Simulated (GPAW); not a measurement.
Runs of GPAW 26.7.0 on AlN. The structure is cubic, space group F-43m (No. 216). Conventional cell: a = 4.368 Å, b = 4.368 Å, c = 4.368 Å, α = 90.00°, β = 90.00°, γ = 90.00°. Al (site symmetry -43m) is surrounded by 4 N at 1.89 Å. N (site symmetry -43m) is surrounded by 4 Al at 1.89 Å. Measurements of this composition are mostly on another form, of space group No. 186.

```tsv
task	level	potentials or basis	cell	k mesh	cutoff (eV)	smearing	band path	band points	older calculator (legacy_gpaw)	optimizer	fmax	mesh quality	gap on the mesh (eV)	pressure (GPa)	V0 of scaled cells (Å³/atom)	B0 (GPa)
electron localisation function	PBEsol	PAW data sets generated in the run's folder for this functional, pw	as given	5 × 5 × 5	680	fermi-dirac 0.01 eV	-	-	-	-	-	coarse	(a)	0.0	-	-
band structure	BEEF-vdW	GPAW PAW data sets (gpaw-data 1.2.1), pw	as given	10 × 10 × 10	800	fermi-dirac 0.05 eV	GXWKGLUWLK,UX	100	-	-	-	not flagged	3.58	-	-	-
equation of state	optB88-vdW	GPAW PAW data sets (gpaw-data 1.2.1), pw	as given	10 × 10 × 10	800	fermi-dirac 0.05 eV	-	-	yes	-	-	not flagged	-	-	(d)	(c)
single point	TB-mBJ	GPAW PAW data sets for LDA (gpaw-data 1.2.1), pw	as given	10 × 10 × 10	800	fermi-dirac 0.05 eV	-	-	-	-	-	not flagged	(b)	-	-	-
band structure	PW91	PAW data sets generated in the run's folder for this functional, pw	as given	10 × 10 × 10	800	fermi-dirac 0.05 eV	GXWKGLUWLK,UX	80	-	-	-	not flagged	3.35	5.0	-	-
relaxation of cell and atoms	PBEsol+D4	PAW data sets generated in the run's folder for this functional, pw	relaxed	10 × 10 × 10	800	fermi-dirac 0.05 eV	-	-	-	BFGS	0.02 eV/Å	not flagged	3.18	-0.3	-	-
dielectric tensor	RPBE	the program's PAW data sets (release 1.2.1) made for this functional, pw	as given	8 × 8 × 8	550	fermi-dirac 0.001 eV	-	-	-	-	-	not flagged	3.32	-	-	-
band structure	PBE	JTH PAW 2.0, PBE, pw	as given	10 × 10 × 10	800	fermi-dirac 0.05 eV	GXWKGLUWLK,UX	100	-	-	-	not flagged	3.30	5.0	-	-
equation of state	PBE+D4	GPAW PAW data sets (gpaw-data 1.2.1), pw	as given	10 × 10 × 10	800	fermi-dirac 0.05 eV	-	-	-	-	-	not flagged	-	-	10.50	200
band structure	PBEsol	PAW data sets generated in the run's folder for this functional, pw	as given	10 × 10 × 10	800	fermi-dirac 0.05 eV	GXWKGLUWLK,UX	60	-	-	-	not flagged	3.18	2.2	-	-
equation of state	RPBE+D4	the program's PAW data sets (release 1.2.1) made for this functional, pw	as given	10 × 10 × 10	800	fermi-dirac 0.05 eV	-	-	-	-	-	not flagged	-	-	10.37	202
equation of state	OLYP+D3(BJ)	PAW data sets generated in the run's folder for this functional, pw	as given	10 × 10 × 10	800	fermi-dirac 0.05 eV	-	-	-	-	-	not flagged	-	-	10.07	216
```

Alike in all rows: no spin polarisation.

**Question.** Estimate the missing entries.

**Answer.** (a) 3.76; (b) 4.97; (c) 196; (d) 10.72.

Caveats: some runs use coarse meshes; the PAW data sets were made with another functional, which shifts forces and pressure a little (some runs); the cutoff is short for stress and forces, so pressures can be off by a GPa or more (some runs); an odd mesh through Γ misses points on the zone boundary, where band edges often lie (some runs); a model potential gives levels but no total energy (some runs); later steps reuse the first step's grids (some runs); the long-wavelength limit can be off by a per cent or two (some runs); the program truncates these outside data sets (some runs).

Not every run made on this cell is shown here.
